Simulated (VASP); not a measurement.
# InP (F-43m) in VASP: single point with PBE0

Aim: the single point of InP with PBE0.

Program: VASP 6.6.1. These are calculated values, not measurements. Logs are shortened: lines on timing, memory, paths and dates and some standing lists are left out, and cuts for length are marked.

**Experimental background.**

From a printed reference work, data compilation, for a bulk crystal of InP at 1.6 K: band gap 1.4236 eV (direct).

The results are compared with them further down.

### 1 The cell of the first run

The structure is cubic, space group F-43m (No. 216). Conventional cell: a = 5.908 Å, b = 5.908 Å, c = 5.908 Å, α = 90.00°, β = 90.00°, γ = 90.00°. Within 3.4 Å of In (site symmetry -43m) lie 4 P at 2.56 Å. P (site symmetry -43m) has 4 In at 2.56 Å within 3.4 Å.

### 2 Single point, PBE0

File POSCAR:

```
InP
1.0
    0.0000000000      2.9538132889      2.9538132889
    2.9538132889      0.0000000000      2.9538132889
    2.9538132889      2.9538132889      0.0000000000
In P
1 1
Direct
    0.0000000000      0.0000000000      0.0000000000
    0.2500000000      0.2500000000      0.2500000000
```

File INCAR.step1:

```
SYSTEM = InP
PREC = Accurate
ENCUT = 520
EDIFF = 1E-5
ISMEAR = 0
SIGMA = 0.01
LREAL = .False.
LASPH = .True.
NELM = 60
ALGO = Normal
ISIF = 2
LWAVE = .True.
LCHARG = .False.
NBANDS = 16
GGA = PE
```

File INCAR.step2:

```
SYSTEM = InP
PREC = Accurate
ENCUT = 520
EDIFF = 1E-7
ISMEAR = 0
SIGMA = 0.01
LREAL = .False.
LASPH = .True.
NELM = 60
ALGO = Normal
ISIF = 2
LWAVE = .False.
LCHARG = .False.
GGA = PE
LHFCALC = .True.
AEXX = 0.25
PRECFOCK = Normal
NBANDS = 16
ISTART = 1
```

File KPOINTS:

```
Automatic mesh
0
Gamma
  6 6 6
  0 0 0
```

Potentials or basis: VASP PAW PBE potentials, release 64 (In_d, P).

Started as:

```console
> cat potpaw_PBE.64/In_d/POTCAR potpaw_PBE.64/P/POTCAR > POTCAR
> cp INCAR.step1 INCAR
> mpirun -np 1 vasp_std > vasp.out
> cp INCAR.step2 INCAR
> mpirun -np 1 vasp_std > vasp.out
```

OUTCAR:

```text
SYSTEM = InP
   PREC = Accurate
   ENCUT = 520
   EDIFF = 1E-7
   ISMEAR = 0
   LREAL = .False.
   LASPH = .True.
   NELM = 60
   ISIF = 2
   GGA = PE
   LHFCALC = .True.
   AEXX = 0.25
   PRECFOCK = Normal
   ISTART = 1

 ion  position               nearest neighbor table
   1  0.000  0.000  0.000-   2 2.56   2 2.56   2 2.56   2 2.56
   2  0.250  0.250  0.250-   1 2.56   1 2.56   1 2.56   1 2.56

  LATTYP: Found a face centered cubic cell.
 ALAT       =     5.9076265778

  Lattice vectors:

 A1 = (   0.0000000000,   2.9538132889,   2.9538132889)
 A2 = (   2.9538132889,   0.0000000000,   2.9538132889)
 A3 = (   2.9538132889,   2.9538132889,   0.0000000000)

Analysis of symmetry for initial positions (statically):
=====================================================================
 Subroutine PRICEL returns:
 Original cell was already a primitive cell.

 Routine SETGRP: Setting up the symmetry group for a
 face centered cubic supercell.

 Subroutine GETGRP returns: Found 24 space group operations
 (whereof 24 operations were pure point group operations)
 out of a pool of 48 trial point group operations.

The static configuration has the point symmetry T_d .

Analysis of symmetry for dynamics (positions and initial velocities):
=====================================================================
 Subroutine PRICEL returns:
 Original cell was already a primitive cell.

 Routine SETGRP: Setting up the symmetry group for a
 face centered cubic supercell.

 Subroutine GETGRP returns: Found 24 space group operations
 (whereof 24 operations were pure point group operations)
 out of a pool of 48 trial point group operations.

The dynamic configuration has the point symmetry T_d .

 Subroutine INISYM returns: Found 24 space group operations
 (whereof 24 operations are pure point group operations),
 and found     1 'primitive' translations

----------------------------------------------------------------------------------------

                                     Primitive cell

  volume of cell :      51.5441

  direct lattice vectors                    reciprocal lattice vectors
     0.000000000  2.953813289  2.953813289    -0.169272717  0.169272717  0.169272717
     2.953813289  0.000000000  2.953813289     0.169272717 -0.169272717  0.169272717
     2.953813289  2.953813289  0.000000000     0.169272717  0.169272717 -0.169272717

  length of vectors
     4.177322814  4.177322814  4.177322814     0.293188946  0.293188946  0.293188946

  position of ions in fractional coordinates (direct lattice)
     0.000000000  0.000000000  0.000000000
     0.250000000  0.250000000  0.250000000

  ion indices of the primitive-cell ions
   primitive index   ion index
                 1           1
                 2           2

----------------------------------------------------------------------------------------

 KPOINTS: Automatic mesh

Automatic generation of k-mesh.
 Grid dimensions read from file:
 generate k-points for:    6    6    6

 Generating k-lattice:

  Cartesian coordinates                     Fractional coordinates (reciprocal lattice)
    -0.028212119  0.028212119  0.028212119     0.166666667  0.000000000  0.000000000
     0.028212119 -0.028212119  0.028212119     0.000000000  0.166666667  0.000000000
     0.028212119  0.028212119 -0.028212119     0.000000000  0.000000000  0.166666667

  Length of vectors
     0.048864824  0.048864824  0.048864824

  Shift w.r.t. Gamma in fractional coordinates (k-lattice)
     0.000000000  0.000000000  0.000000000

 Subroutine IBZKPT returns following result:
 ===========================================

 Found     16 irreducible k-points:

 Following reciprocal coordinates:
            Coordinates               Weight
  0.000000  0.000000  0.000000      1.000000
  0.166667  0.000000  0.000000      8.000000
  0.333333  0.000000  0.000000      8.000000
  0.500000  0.000000  0.000000      4.000000
  0.166667  0.166667  0.000000      6.000000
  0.333333  0.166667  0.000000     24.000000
[... 8 lines left out ...]
 -0.333333  0.333333  0.166667     24.000000
 -0.333333  0.500000  0.166667     12.000000
   k-points           NKPTS =     16   k-points in BZ     NKDIM =    216   number of bands    NBANDS=     16
   number of dos      NEDOS =    301   number of ions     NIONS =      2
   total plane-waves  NPLWV =  32768
   dimension x,y,z NGX =    32 NGY =   32 NGZ =   32
   dimension x,y,z NGXF=    64 NGYF=   64 NGZF=   64
   ions per type =               1   1
   NGX,Y,Z   is equivalent  to a cutoff of  12.74, 12.74, 12.74 a.u.
   NGXF,Y,Z  is equivalent  to a cutoff of  25.47, 25.47, 25.47 a.u.
 SYSTEM =  InP
   PREC   = accura    normal or accurate (medium, high low for compatibility)
   ISTART =      1    job   : 0-new  1-cont  2-samecut
   ICHARG =      0    charge: 1-file 2-atom 10-const
   ISPIN  =      1    spin polarized calculation?
   LNONCOLLINEAR =      F non collinear calculations
   LSORBIT =      F    spin-orbit coupling
   LASPH  =      T    aspherical Exc in radial PAW
   ENCUT  =  520.0 eV  38.22 Ry    6.18 a.u.   7.77  7.77  7.77*2*pi/ulx,y,z
   NELM   =     60;   NELMIN=  2; NELMDL=  0     # of ELM steps
   EDIFF  = 0.1E-06   stopping-criterion for ELM
   LREAL  =      F    real-space projection
   EDIFFG = 0.1E-05   stopping-criterion for IOM
   NSW    =      0    number of steps for IOM
   IBRION =     -1    ionic relax: 0-MD 1-quasi-New 2-CG
   NFREE  =      0    steps in history (QN), initial steepest desc. (CG)
   ISIF   =      2    stress and relaxation
   ISYM   =      3    0-nonsym 1-usesym 2-fastsym
   POTIM  = 0.5000    time-step for ionic-motion
   TEBEG  =    0.0;   TEEND  =   0.0 temperature during run
   PSTRESS=    0.0 pullay stress
   NELECT =      18.0000    total number of electrons
   NUPDOWN=      -1.0000    fix difference up-down
   EMIN   =  10.00;   EMAX   =-10.00  energy-range for DOS
   EFERMI =   0.00;   METHOD = LEGACY
   ISMEAR =     0;   SIGMA  =   0.01  broadening in eV -4-tet -1-fermi 0-gaus
   EFERMI_NEDOS =   21; number of points for ismear=-14 and -15
   IALGO  =     38    algorithm
   IMIX   =      1    mixing-type and parameters
     AMIX     =   0.40;   BMIX     =  1.00
     AMIX_MAG =   1.60;   BMIX_MAG =  1.00
  volume/ion in A,a.u.               =      25.77       173.92
  Fermi-wavevector in a.u.,A,eV,Ry     =   1.152850  2.178570 18.082987  1.329062
  Thomas-Fermi vector in A             =   2.289498
   LORBIT       =      0    0 simple, 1 ext, 2 COOP (PROOUT), +10 PAW based schemes
   GGA     = PE    functional components
   LHFCALC =     T    Hartree Fock is set to
   PRECFOCK=normal    Normal, Fast or Accurate (Low or Medium for compatibility)
   ENCUT4O =  -1.0   cutoff for four orbital integrals eV
   NKREDX  =     1    reduce k-point grid by
   NKREDY  =     1    reduce k-point grid by
   NKREDZ  =     1    reduce k-point grid by
   AEXX    =    0.2500 exact exchange contribution
   HFSCREEN=    0.0000 screening length (either q_TF or 0.3 A-1)
   HFSCREENC=   0.0000 screening length for correlation (either q_TF or 0.3 A-1)
   ENCUTFOCK=  -1.0 apply spherical cutoff to Coloumb kernel
   IVDW    =     0    specifies the selected vdW correction
   LEPSILON=     F    determine dielectric tensor
   LRPA    =     F    only Hartree local field effects (RPA)
 non-spin polarized calculation
 Gauss-broadening in eV      SIGMA  =   0.01
  energy-cutoff  :      520.00
  volume of cell :       51.54
 maximum number of plane-waves:      1411
  NGX = 24; NGY = 24; NGZ = 24

 number of electron      18.0000009 magnetization

 Free energy of the ion-electron system (eV)
  ---------------------------------------------------
  ext. energy  EPLUGINS =         0.00000000
  ---------------------------------------------------
  free energy    TOTEN  =       -10.89228337 eV

  energy without entropy =      -10.89228337  energy(sigma->0) =      -10.89228337

 E-fermi :   4.2435     XC(G=0):  -7.2682

 val. band max:        4.1696078840   @ k =   0.0000   0.0000   0.0000
 cond. band min:       6.1572132950   @ k =   0.0000   0.0000   0.0000
 fundamental gap:      1.9876054110
 Fermi energy:         4.2435251398

 k-point     1 :       0.0000    0.0000    0.0000
  band No.  band energies     occupation
      1     -11.7531      2.00000
      2     -11.7531      2.00000
      3     -11.7531      2.00000
      4     -11.6025      2.00000
      5     -11.6025      2.00000
      6      -8.4978      2.00000
[... 8 lines left out ...]
     15      15.3543      0.00000
     16      15.3543      0.00000

 k-point     2 :       0.1667    0.0000    0.0000
  band No.  band energies     occupation
      1     -11.7806      2.00000
      2     -11.7414      2.00000
      3     -11.7414      2.00000
      4     -11.6022      2.00000
      5     -11.6022      2.00000
      6      -8.1694      2.00000
[... 8 lines left out ...]
     15      14.4451      0.00000
     16      15.2424      0.00000

 k-point     3 :       0.3333    0.0000    0.0000
  band No.  band energies     occupation
      1     -11.8327      2.00000
      2     -11.7225      2.00000
      3     -11.7225      2.00000
      4     -11.5970      2.00000
      5     -11.5970      2.00000
      6      -7.3225      2.00000
[... 8 lines left out ...]
     15      14.9815      0.00000
     16      14.9815      0.00000

 k-point     4 :       0.5000    0.0000    0.0000
  band No.  band energies     occupation
      1     -11.8576      2.00000
      2     -11.7157      2.00000
      3     -11.7157      2.00000
      4     -11.5914      2.00000
      5     -11.5914      2.00000
      6      -6.7000      2.00000
[... 8 lines left out ...]
     15      16.6743      0.00000
     16      16.6743      0.00000
[... 172 lines left out ...]
 k-point    14 :       0.5000    0.3333    0.1667
  band No.  band energies     occupation
      1     -11.8720      2.00000
      2     -11.7011      2.00000
      3     -11.6847      2.00000
      4     -11.6206      2.00000
      5     -11.5868      2.00000
      6      -6.6624      2.00000
[... 8 lines left out ...]
     15      17.0682      0.00000
     16      17.8215      0.00000

 k-point    15 :      -0.3333    0.3333    0.1667
  band No.  band energies     occupation
      1     -11.8810      2.00000
      2     -11.7012      2.00000
      3     -11.6746      2.00000
      4     -11.6157      2.00000
      5     -11.5913      2.00000
      6      -6.1692      2.00000
[... 8 lines left out ...]
     15      17.0266      0.00000
     16      17.6457      0.00000

 k-point    16 :      -0.3333    0.5000    0.1667
  band No.  band energies     occupation
      1     -11.8995      2.00000
      2     -11.6845      2.00000
      3     -11.6616      2.00000
      4     -11.6294      2.00000
      5     -11.5837      2.00000
      6      -5.9581      2.00000
[... 8 lines left out ...]
     15      17.3435      0.00000
     16      18.0185      0.00000

------------------------ aborting loop because EDIFF is reached ----------------------------------------

  FORCE on cell =-STRESS in cart. coord.  units (eV):
  Direction    XX          YY          ZZ          XY          YZ          ZX
  --------------------------------------------------------------------------------------
  -------------------------------------------------------------------------------------
  Total       -0.1909659     -0.1909659     -0.1909659     -0.0000000     -0.0000000     -0.0000000
  in kB       -5.9359106     -5.9359106     -5.9359106     -0.0000000     -0.0000000     -0.0000000
  external PRESSURE =      -5.9359106 kB  Pullay stress =       0.0000000 kB

 VOLUME and BASIS-vectors are now :
 -----------------------------------------------------------------------------
  energy-cutoff  :      520.00
  volume of cell :       51.54
      direct lattice vectors                 reciprocal lattice vectors
     0.000000000  2.953813289  2.953813289    -0.169272717  0.169272717  0.169272717
     2.953813289  0.000000000  2.953813289     0.169272717 -0.169272717  0.169272717
     2.953813289  2.953813289  0.000000000     0.169272717  0.169272717 -0.169272717

 POSITION                                       TOTAL-FORCE (eV/Angst)
 -----------------------------------------------------------------------------------
      0.00000      0.00000      0.00000         0.000000      0.000000     -0.000000
      1.47691      1.47691      1.47691        -0.000000     -0.000000      0.000000
 -----------------------------------------------------------------------------------
    total drift:                                0.000035      0.000032      0.000021

  FREE ENERGIE OF THE ION-ELECTRON SYSTEM (eV)
  ---------------------------------------------------
  free  energy   TOTEN  =       -10.8922833746 eV

  energy  without entropy=      -10.8922833746  energy(sigma->0) =      -10.89228337
```

Wall time 63 min (1 thread of AMD EPYC 7R43 (Zen 3), shared host); peak memory 0.17 GiB.

Results:

```
Free energy            : -10.8923 eV
Pressure               : -0.6 GPa
Band gap on the k mesh : 1.99 eV
```

Caveat: the PAW data sets were made with another functional, which shifts forces and pressure a little; spin-orbit coupling is left out, which moves the levels of the heavy elements.

### 3 Comparison with measurements

Step 2. A measured gap of InP is 1.4236 eV (direct; 1.6 K; a printed reference work, data compilation); the calculated 1.99 eV misses it by +0.56 eV. Spin-orbit coupling on In is left out. The value is that of PBE0, without temperature or zero-point motion.
